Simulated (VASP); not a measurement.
CuCl (Nantokite):

```
Cu Cl
1.0
     0.00000    2.70285    2.70285
     2.70285    0.00000    2.70285
     2.70285    2.70285    0.00000
Cu Cl
1 1
Direct
  0.00000 0.00000 0.00000
  0.25000 0.25000 0.25000
```

* Program: VASP 6.6.1
* Task: relaxation of cell and atoms
* Functional: PBEsol
* Potentials or basis: VASP PAW PBE potentials, release 64 (Cu, Cl)
* Cutoff: 600 eV
* k mesh: 10 × 10 × 10
* Occupations: gaussian, width 0.03 eV
* Spin: no spin polarisation

At the start: pressure -3.2 GPa; volume 19.75 Å³/atom.

Problem. Where does the relaxation end?

Solution. Over 3 steps the energy falls by 12.4 meV/atom and the volume is 18.60 Å³/atom (-5.8 %); space group F-43m (No. 216, to 0.05 Å).

The path:
| step | energy change (eV) | largest force (eV/Å) | pressure (GPa) | volume (Å³) |
| --- | --- | --- | --- | --- |
| 1 | 0.0000 | 0.0000 | -3.22 | 39.49 |
| 2 | -0.0247 | 0.0000 | -0.10 | 37.27 |
| 3 | -0.0247 | 0.0000 | -0.04 | 37.21 |

Final structure:
```cif
data_structure
_symmetry_space_group_name_H-M 'P 1'
_symmetry_Int_Tables_number 1
_cell_length_a 3.7473
_cell_length_b 3.7473
_cell_length_c 3.7473
_cell_angle_alpha 60.000
_cell_angle_beta 60.000
_cell_angle_gamma 60.000
_cell_volume 37.21
loop_
_atom_site_label
_atom_site_type_symbol
_atom_site_fract_x
_atom_site_fract_y
_atom_site_fract_z
_atom_site_occupancy
Cu1 Cu 0.00000 0.00000 0.00000 1
Cl1 Cl 0.25000 0.25000 0.25000 1
```

Caveat: the PAW data sets were made with another functional, which shifts forces and pressure a little.
